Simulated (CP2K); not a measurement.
Crystal: SrO.

```
Sr O
1.0
     3.62930    0.00000    0.00000
     1.81465    3.14306    0.00000
     1.81465    1.04769    2.96331
Sr O
1 1
Direct
  0.50000 0.50000 0.50000
  0.00000 0.00000 0.00000
```

Base run:

- Program: CP2K 2026.2
- Functional: PBE
- Potentials or basis: GTH_SOC_POTENTIALS Sr GTH-PBE-q10, O GTH-PBE-q6; DZVP-MOLOPT-SR-GTH basis
- Density cutoff: 8163 eV
- k mesh: 9 × 9 × 9
- Occupations: fermi-dirac, width 0.05 eV
- Spin: spin-orbit coupling, no magnetisation

Its results: pressure 4.4 GPa.

**Question.** The run is repeated on the same cell with these changes: functional from PBE to r2SCAN; density cutoff from 8163 eV to 12245 eV; cutoff of the grids from 600 Ry to 900 Ry. What comes out?

**Answer.** Pressure 2.5 GPa.

Caveats: the basis of atomic orbitals isn't converged, which shifts pressures, moduli and gaps; the potentials were made for another functional, which shifts forces and pressure (some runs).
